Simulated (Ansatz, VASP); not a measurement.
One calculation of InP, two programs

File INCAR:

```
PREC = Accurate
ENCUT = 520
EDIFF = 1E-6
ISMEAR = -1
SIGMA = 0.05
LREAL = F
LASPH = T
NELM = 100
ALGO = Normal
ISIF = 2
LWAVE = F
LCHARG = F
GGA = PE
NBANDS = 16
```

File KPOINTS:

```
Automatic mesh
0
Gamma
  8 8 8
```

Contents of POSCAR:

```
InP
1.0
    0.0000000000      2.7688340000      2.7688340000
    2.7688340000      0.0000000000      2.7688340000
    2.7688340000      2.7688340000      0.0000000000
In P
1 1
Direct
    0.0000000000      0.0000000000      0.0000000000
    0.5000000000      0.5000000000      0.5000000000
```

input.yaml

```yaml
crystal:
  lattice:
    - [0.0, 2.768834, 2.768834]
    - [2.768834, 0.0, 2.768834]
    - [2.768834, 2.768834, 0.0]
  atoms:
    - { symbol: In, position: [0.0, 0.0, 0.0] }
    - { symbol: P, position: [0.5, 0.5, 0.5] }
hamiltonian:
  xc: pbe
  pseudopotentials: { kind: paw }
kpoints:
  mp_grid: { grid: [8, 8, 8] }
  band_path:
    path:
      - [[0.0, 0.0, 0.0], [0.5, 0.0, 0.5], [0.5, 0.25, 0.75], [0.375, 0.375, 0.75], [0.0, 0.0, 0.0], [0.5, 0.5, 0.5], [0.625, 0.25, 0.625], [0.5, 0.25, 0.75], [0.5, 0.5, 0.5], [0.375, 0.375, 0.75]]
      - [[0.625, 0.25, 0.625], [0.5, 0.0, 0.5]]
    npoints: 14
scf:
  occupations: { method: fermi_dirac, width: 0.05 }
  n_extra_bands: 6
output:
  forces: true
  stress: true
  eigenvalues: true
  fatbands: false
```

Measurements of this composition are mostly on another form, of space group No. 216.

Alike in both runs: functional PBE; k mesh 8 × 8 × 8; occupations fermi-dirac, width 0.05 eV; no spin polarisation.

|  | VASP | Ansatz |
| --- | --- | --- |
| version | VASP 6.6.1 | Ansatz 0.2.0 |
| potentials or method | VASP PAW PBE potentials, release 64 (In_d, P) | Ansatz PAW |
| plane-wave cutoff (eV) | 520 | 420 |
| valence electrons in the cell | 18 | 18 |
| task | single point | band structure |

```csv
,VASP,Ansatz,Ansatz less VASP
gap on the k mesh at the Fermi level (eV),none,none,-
pressure (GPa),-0.1,0.0,+0.04
```

A gap of «none» marks a metal or a gap that the smearing closes. The functional is the same, so the differences come from potentials, cutoffs and numerics.

Caveats: spin-orbit coupling is left out, which moves the levels of the heavy elements (Ansatz).
